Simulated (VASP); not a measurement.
# Cu (Fm-3m) in VASP: relaxation of cell and atoms with PBEsol

Aim: the relaxation of cell and atoms of Cu with PBEsol.

All numbers are computed with VASP 6.6.1; they aren't measurements. Logs are shortened: lines on timing, memory, paths and dates and some standing lists are left out, and cuts for length are marked.

## Step 1: Starting point

The structure is cubic, space group Fm-3m (No. 225). Conventional cell: a = 3.630 Å, b = 3.630 Å, c = 3.630 Å, α = 90.00°, β = 90.00°, γ = 90.00°. Cu (site symmetry m-3m) has 12 Cu at 2.57 Å as nearest neighbours.

The cell was built by a generator and needn't be a form met in nature.

## Step 2: Relaxation of cell and atoms, PBEsol

File INCAR:

```
ALGO = Fast ; EDIFF = 1E-7
EDIFFG = -0.02 ; ENCUT = 600
GGA = PS ; IBRION = 2
ISIF = 3 ; ISMEAR = 1
KPAR = 8 ; LASPH = T
LCHARG = F ; LREAL = F
LWAVE = F ; NELM = 80
NSW = 40 ; PREC = Accurate
SIGMA = 0.2
```

File KPOINTS:

```
k-points
0
Gamma
  24 24 24
```

File POSCAR:

```
Cu
1.0
    0.0000000000      1.8150000000      1.8150000000
    1.8150000000      0.0000000000      1.8150000000
    1.8150000000      1.8150000000      0.0000000000
Cu
1
Direct
    0.0000000000      0.0000000000      0.0000000000
```

Potentials or basis: VASP PAW PBE potentials, release 64 (Cu).

The run is started by

```bash
$ cat potpaw_PBE.64/Cu/POTCAR > POTCAR
$ mpirun -np 8 vasp_std > vasp.out
```

OUTCAR:

```text
EDIFF = 1E-7
   EDIFFG = -0.02
   ENCUT = 600
   GGA = PS
   IBRION = 2
   ISIF = 3
   ISMEAR = 1
   LASPH = T
   LREAL = F
   NELM = 80
   NSW = 40
   PREC = Accurate

 ion  position               nearest neighbor table
   1  0.000  0.000  0.000-

  LATTYP: Found a face centered cubic cell.
 ALAT       =     3.6300000000

  Lattice vectors:

 A1 = (   0.0000000000,   1.8150000000,   1.8150000000)
 A2 = (   1.8150000000,   0.0000000000,   1.8150000000)
 A3 = (   1.8150000000,   1.8150000000,   0.0000000000)

Analysis of symmetry for initial positions (statically):
=====================================================================
 Subroutine PRICEL returns:
 Original cell was already a primitive cell.

 Routine SETGRP: Setting up the symmetry group for a
 face centered cubic supercell.

 Subroutine GETGRP returns: Found 48 space group operations
 (whereof 48 operations were pure point group operations)
 out of a pool of 48 trial point group operations.

The static configuration has the point symmetry O_h .

Analysis of symmetry for dynamics (positions and initial velocities):
=====================================================================
 Subroutine PRICEL returns:
 Original cell was already a primitive cell.

 Routine SETGRP: Setting up the symmetry group for a
 face centered cubic supercell.

 Subroutine GETGRP returns: Found 48 space group operations
 (whereof 48 operations were pure point group operations)
 out of a pool of 48 trial point group operations.

The dynamic configuration has the point symmetry O_h .

 Subroutine INISYM returns: Found 48 space group operations
 (whereof 48 operations are pure point group operations),
 and found     1 'primitive' translations

----------------------------------------------------------------------------------------

                                     Primitive cell

  volume of cell :      11.9580

  direct lattice vectors                    reciprocal lattice vectors
     0.000000000  1.815000000  1.815000000    -0.275482094  0.275482094  0.275482094
     1.815000000  0.000000000  1.815000000     0.275482094 -0.275482094  0.275482094
     1.815000000  1.815000000  0.000000000     0.275482094  0.275482094 -0.275482094

  length of vectors
     2.566797616  2.566797616  2.566797616     0.477148983  0.477148983  0.477148983

  position of ions in fractional coordinates (direct lattice)
     0.000000000  0.000000000  0.000000000

  ion indices of the primitive-cell ions
   primitive index   ion index
                 1           1

----------------------------------------------------------------------------------------

 KPOINTS: k-points

Automatic generation of k-mesh.
 Grid dimensions read from file:
 generate k-points for:   24   24   24

 Generating k-lattice:

  Cartesian coordinates                     Fractional coordinates (reciprocal lattice)
    -0.011478421  0.011478421  0.011478421     0.041666667  0.000000000  0.000000000
     0.011478421 -0.011478421  0.011478421     0.000000000  0.041666667  0.000000000
     0.011478421  0.011478421 -0.011478421     0.000000000  0.000000000  0.041666667

  Length of vectors
     0.019881208  0.019881208  0.019881208

  Shift w.r.t. Gamma in fractional coordinates (k-lattice)
     0.000000000  0.000000000  0.000000000

 Subroutine IBZKPT returns following result:
 ===========================================

 Found    413 irreducible k-points:

 Following reciprocal coordinates:
            Coordinates               Weight
  0.000000  0.000000  0.000000      1.000000
  0.041667  0.000000  0.000000      8.000000
  0.083333  0.000000  0.000000      8.000000
  0.125000  0.000000  0.000000      8.000000
  0.166667  0.000000  0.000000      8.000000
  0.208333  0.000000  0.000000      8.000000
[... 16 lines left out ...]
  0.416667  0.041667  0.000000     24.000000
  0.458333  0.041667  0.000000     24.000000
 [... further k-points ...]
   k-points           NKPTS =    413   k-points in BZ     NKDIM =    413   number of bands    NBANDS=      9
   number of dos      NEDOS =    301   number of ions     NIONS =      1
   total plane-waves  NPLWV =  13824
   dimension x,y,z NGX =    24 NGY =   24 NGZ =   24
   dimension x,y,z NGXF=    48 NGYF=   48 NGZF=   48
   ions per type =               1
   NGX,Y,Z   is equivalent  to a cutoff of  15.54, 15.54, 15.54 a.u.
   NGXF,Y,Z  is equivalent  to a cutoff of  31.09, 31.09, 31.09 a.u.
 SYSTEM =  unknown system
   PREC   = accura    normal or accurate (medium, high low for compatibility)
   ISTART =      0    job   : 0-new  1-cont  2-samecut
   ICHARG =      2    charge: 1-file 2-atom 10-const
   ISPIN  =      1    spin polarized calculation?
   LNONCOLLINEAR =      F non collinear calculations
   LSORBIT =      F    spin-orbit coupling
   LASPH  =      T    aspherical Exc in radial PAW
   ENCUT  =  600.0 eV  44.10 Ry    6.64 a.u.   5.13  5.13  5.13*2*pi/ulx,y,z
   NELM   =     80;   NELMIN=  2; NELMDL= -5     # of ELM steps
   EDIFF  = 0.1E-06   stopping-criterion for ELM
   LREAL  =      F    real-space projection
   EDIFFG = -.2E-01   stopping-criterion for IOM
   NSW    =     40    number of steps for IOM
   IBRION =      2    ionic relax: 0-MD 1-quasi-New 2-CG
   NFREE  =      1    steps in history (QN), initial steepest desc. (CG)
   ISIF   =      3    stress and relaxation
   ISYM   =      2    0-nonsym 1-usesym 2-fastsym
   POTIM  = 0.5000    time-step for ionic-motion
   TEBEG  =    0.0;   TEEND  =   0.0 temperature during run
   PSTRESS=    0.0 pullay stress
   NELECT =      11.0000    total number of electrons
   NUPDOWN=      -1.0000    fix difference up-down
   EMIN   =  10.00;   EMAX   =-10.00  energy-range for DOS
   EFERMI =   0.00;   METHOD = LEGACY
   ISMEAR =     1;   SIGMA  =   0.20  broadening in eV -4-tet -1-fermi 0-gaus
   EFERMI_NEDOS =   21; number of points for ismear=-14 and -15
   IALGO  =     68    algorithm
   IMIX   =      4    mixing-type and parameters
     AMIX     =   0.40;   BMIX     =  1.00
     AMIX_MAG =   1.60;   BMIX_MAG =  1.00
  volume/ion in A,a.u.               =      11.96        80.70
  Fermi-wavevector in a.u.,A,eV,Ry     =   1.592157  3.008740 34.490258  2.534962
  Thomas-Fermi vector in A             =   2.690585
   LORBIT       =      0    0 simple, 1 ext, 2 COOP (PROOUT), +10 PAW based schemes
   GGA     = PS    functional components
   LHFCALC =     F    Hartree Fock is set to
   AEXX    =    0.0000 exact exchange contribution
   IVDW    =     0    specifies the selected vdW correction
   LEPSILON=     F    determine dielectric tensor
   LRPA    =     F    only Hartree local field effects (RPA)
 conjugate gradient relaxation of ions
 non-spin polarized calculation
 RMM-DIIS sequential band-by-band and
 Methfessel and Paxton  Order N= 1 SIGMA  =   0.20
  energy-cutoff  :      600.00
  volume of cell :       11.96
 maximum number of plane-waves:       415
 NGX is ok and might be reduce to    24
   NGX = 11   NGY = 11   NGZ = 11

--------------------------------------- Ionic step        1  -------------------------------------------

 number of electron      10.9999998 magnetization

 Free energy of the ion-electron system (eV)
  ---------------------------------------------------
  ext. energy  EPLUGINS =         0.00000000
  ---------------------------------------------------
  free energy    TOTEN  =        -4.29537807 eV

  energy without entropy =       -4.29612304  energy(sigma->0) =       -4.29562639

------------------------ aborting loop because EDIFF is reached ----------------------------------------

  FORCE on cell =-STRESS in cart. coord.  units (eV):
  Direction    XX          YY          ZZ          XY          YZ          ZX
  --------------------------------------------------------------------------------------
  -------------------------------------------------------------------------------------
  Total       -0.5487973     -0.5487973     -0.5487973     -0.0000000      0.0000000     -0.0000000
  in kB      -73.5296813    -73.5296813    -73.5296813     -0.0000000      0.0000000     -0.0000000
  external PRESSURE =     -73.5296813 kB  Pullay stress =       0.0000000 kB
[... 160 lines left out ...]
  energy  without entropy=       -4.3101477619  energy(sigma->0) =       -4.30983026

--------------------------------------- Ionic step        6  -------------------------------------------

 number of electron      11.0000000 magnetization

 Free energy of the ion-electron system (eV)
  ---------------------------------------------------
  ext. energy  EPLUGINS =         0.00000000
  ---------------------------------------------------
  free energy    TOTEN  =        -4.30968521 eV

  energy without entropy =       -4.31015258  energy(sigma->0) =       -4.30984100

 E-fermi :   7.8897     XC(G=0): -13.1336

 val. band max:        7.8782354656   @ k =   0.5000   0.1667   0.0417
 cond. band min:       7.9525532059   @ k =   0.5000   0.2500   0.0833
 fundamental gap:      0.0743177403
 Fermi energy:         7.8897388507

 k-point     1 :       0.0000    0.0000    0.0000
  band No.  band energies     occupation
      1      -1.8015      2.00000
      2       4.7400      2.00000
      3       4.7400      2.00000
      4       4.7400      2.00000
      5       5.6232      2.00000
      6       5.6232      2.00000
      7      30.7751      0.00000
      8      33.6901      0.00000
      9      33.6901      0.00000
[... 265 lines left out ...]
 k-point    24 :       0.4583    0.0417    0.0000
  band No.  band energies     occupation
      1       2.5406      2.00000
      2       4.6962      2.00000
      3       4.7462      2.00000
      4       5.7467      2.00000
      5       6.2123      2.00000
      6       6.6858      2.00000
      7      12.6438      0.00000
      8      28.9368      0.00000
      9      29.8939      0.00000

 [... further k-points ...]

------------------------ aborting loop because EDIFF is reached ----------------------------------------

  FORCE on cell =-STRESS in cart. coord.  units (eV):
  Direction    XX          YY          ZZ          XY          YZ          ZX
  --------------------------------------------------------------------------------------
  -------------------------------------------------------------------------------------
  Total        0.0036698      0.0036698      0.0036698      0.0000000      0.0000000      0.0000000
  in kB        0.5173561      0.5173561      0.5173561      0.0000000      0.0000000      0.0000000
  external PRESSURE =       0.5173561 kB  Pullay stress =       0.0000000 kB
[... 16 lines left out ...]
  FREE ENERGIE OF THE ION-ELECTRON SYSTEM (eV)
  ---------------------------------------------------
  free  energy   TOTEN  =        -4.3096852053 eV

  energy  without entropy=       -4.3101525835  energy(sigma->0) =       -4.30984100

 reached required accuracy - stopping structural energy minimisation
```

Wall time 33 s (8 MPI ranks of Intel Xeon Platinum 8488C (Sapphire Rapids), shared host); peak memory 0.21 GiB.

What came out:

* Free energy: -4.3097 eV
* Relaxed volume: 11.36 Å³/atom
* Relaxed cell: a = 2.524 Å, b = 2.524 Å, c = 2.524 Å, α = 60.00°, β = 60.00°, γ = 60.00°
* Space group after relaxing (to 0.05 Å): Fm-3m (No. 225)
* Energy gained by relaxing: 14.3 meV/atom
* Ionic steps: 6
* Pressure after relaxing: 0.1 GPa
* Band gap on the k mesh: none (metal or under the smearing width)

The path:
```csv
step,energy change (eV),largest force (eV/Å),pressure (GPa),volume (Å³)
1,0.0000,0.0000,-7.35,11.96
2,-0.0090,0.0000,5.47,11.03
3,-0.0143,0.0000,-0.36,11.37
4,-0.0143,0.0000,0.36,11.34
5,-0.0143,0.0000,-0.31,11.38
6,-0.0143,0.0000,0.05,11.36
```

Final structure:
```cif
data_structure
_symmetry_space_group_name_H-M 'P 1'
_symmetry_Int_Tables_number 1
_cell_length_a 2.5236
_cell_length_b 2.5236
_cell_length_c 2.5236
_cell_angle_alpha 60.000
_cell_angle_beta 60.000
_cell_angle_gamma 60.000
_cell_volume 11.36
loop_
_atom_site_label
_atom_site_type_symbol
_atom_site_fract_x
_atom_site_fract_y
_atom_site_fract_z
_atom_site_occupancy
Cu1 Cu 0.00000 0.00000 0.00000 1
```

Levels at points of the mesh, in eV from the Fermi level:
| k point | band 4 | band 5 | band 6 | band 7 | band 8 | band 9 |
| --- | --- | --- | --- | --- | --- | --- |
| (0.00, 0.00, 0.00) | -3.15 | -2.27 | -2.27 | 22.89 | 25.80 | 25.80 |
| (0.50, 0.00, 0.00) | -1.66 | -1.66 | -1.16 | 3.93 | 21.36 | 22.61 |
| (0.50, 0.50, 0.00) | -1.51 | -1.51 | 1.42 | 7.36 | 13.33 | 13.33 |

Caveat: the PAW data sets were made with another functional, which shifts forces and pressure a little.
